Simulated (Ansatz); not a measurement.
# LiBr (Fm-3m) under pressure

```
Li Br
1.0
     2.70613    2.70613    0.00000
    -2.70613    2.70613    0.00000
     0.00000    2.70613    2.70613
Li Br
1 1
Cartesian
  0.0000 0.0000 0.0000
  0.0000 2.7061 0.0000
```

This is the zero-pressure cell under PBEsol. Cell and atoms are relaxed by PAW (default files of Ansatz 0.2.0, cutoff 420 eV, stress met within about 0.05 GPa) at each pressure, in this structure whether or not another phase would take over; P is the pressure reached, less that of this cell. Levels come from PBEsol, all-electron LAPW in Ansatz 0.2.0, with spin-orbit coupling; k mesh 8×8×8, fixed occupations, basis error target 0.5 meV/atom. Conduction levels are in eV over the valence top (at Γ), at fixed fractional wave vectors. Zone-centre phonons come from finite displacements by PAW, without the LO-TO term.

```csv
P (GPa),V/V₀,Γ,L,T1u TO (cm⁻¹)
-1.98,1.0864,4.448,5.272,126.4
0.00,1.0000,4.801,5.305,178.8
2.00,?,?,?,?
4.02,0.8961,5.358,5.340,244.4
7.03,0.8448,5.706,5.354,279.9
10.02,0.8053,6.015,5.364,309.3
15.01,0.7547,6.477,5.375,350.4
```

Question: Fit the third-order Birch-Murnaghan equation to the rows shown.

Answer: With f = [(V₀/V)^(2/3) − 1]/2, the normalised pressure F = P/[3f(1 + 2f)^(5/2)] is 28.2 GPa at f = -0.0269, 29.4 GPa at f = 0.0380, 29.7 GPa at f = 0.0595, 30.0 GPa at f = 0.0776, 30.3 GPa at f = 0.1032. The line F = B₀[1 + (3/2)(B′ − 4)f] gives B₀ = 28.7 GPa and B′ = 4.4.

Question: What are the volume deformation potentials and pressure coefficients of these levels at zero pressure?

Answer: 

```
level  dE/dlnV (eV)  dE/dP = −(dE/dlnV)/B₀ (meV/GPa)  mean slope up to 4.0 GPa (meV/GPa)
    Γ         -4.59                            159.9                               138.7
    L         -0.36                             12.6                                 8.5
```

dE/dlnV is the slope of a cubic fit in ln V at V₀. The last column is read from two rows and shows how the slope bends with pressure. A level that another band crosses inside the range is left out of the tables.

Question: What mode Grüneisen parameters follow?

Answer: γ = −d ln ω/d ln V at V₀ from a quadratic fit in ln V: T1u 3.47.

Question: What belongs in the row at 2.00 GPa?

Answer: The fits give V/V₀ = 0.9409 and Γ = 5.096 eV. Computed: V/V₀ = 0.9410, Γ = 5.096, L = 5.326, T1u TO (cm⁻¹) = 215.2.

Question: Where does the lowest conduction level change its place?

Answer: From Γ to L near 3.9 GPa, by linear interpolation between the computed rows. Errors in the spacing of the valleys shift these pressures.

Keep in mind: no other phase was computed; many crystals of this kind change structure within this range, and rows or crossings beyond such a change describe a metastable lattice; the frozen-core PAW files of the relaxations were fitted under PBE, their cores solved anew for this functional; semilocal gaps are low, and the spacing of valleys can be off by tenths of an eV; levels are read at fixed fractional k, so an edge that moves off these points is missed.
